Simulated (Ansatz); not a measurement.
Wanted: the native input for an Ansatz 0.2.0 run.

```yaml
Task: relaxation of cell and atoms
Functional: BLYP
Potentials_or_basis: Ansatz PAW
Cutoff: "420 eV (not typed: the program's choice for these potentials)"
k_mesh: 8 × 8 × 8
Occupations: fermi-dirac, width 0.05 eV
Spin: no spin polarisation
```

Crystal: InPd.

```
In Pd
1.0
     3.27188    0.00000    0.00000
     0.00000    3.27188    0.00000
     0.00000    0.00000    3.27188
In Pd
1 1
Direct
  0.00000 0.00000 0.00000
  0.50000 0.50000 0.50000
```

The cell comes from a database or a generator and needn't be the stable form of this composition.

One way to write it, as run:

input.yaml

```yaml
crystal:
  lattice:
    - [3.27188478, 0.0, 0.0]
    - [0.0, 3.27188478, 0.0]
    - [0.0, 0.0, 3.27188478]
  atoms:
    - { symbol: In, position: [0.0, 0.0, 0.0] }
    - { symbol: Pd, position: [0.5, 0.5, 0.5] }
hamiltonian:
  xc: blyp
  pseudopotentials: { kind: paw }
kpoints:
  mp_grid: { grid: [8, 8, 8] }
scf:
  occupations: { method: fermi_dirac, width: 0.05 }
output:
  forces: true
  stress: true
  eigenvalues: true
  write_density: true
  write_potential: true
  elf: true
  volumetric_format: npy
relax:
  f_tol: 0.01
  max_steps: 40
  cell: { stress_tol: 0.05 }
```

Potentials or basis: Ansatz PAW.

The run is started by

```bash
$ ansatz run input.yaml --threads 2 --pin off --max-ram 5632MiB --backend cpu --events-out ev --progress --plain --runs-dir out
```

Results of the run:

* Relaxed volume: 19.50 Å³/atom
* Relaxed cell: a = 3.391 Å, b = 3.391 Å, c = 3.391 Å, α = 90.00°, β = 90.00°, γ = 90.00°
* Space group after relaxing (to 0.05 Å): Pm-3m (No. 221)
* Energy gained by relaxing: 63.5 meV/atom
* Ionic steps: 5
* Pressure after relaxing: 0.0 GPa
* Band gap on the k mesh: none (metal or under the smearing width)

Caveat: the plane-wave basis is chosen anew once the cell has moved, so the energies of steps on either side of that aren't comparable; the PAW data sets come from PBE, with cores solved anew for the run's functional, which leaves a small shift of forces and pressure.

It took 4.7 s on 2 threads of Arm Neoverse V2, on a shared host, peak memory 0.32 GiB.
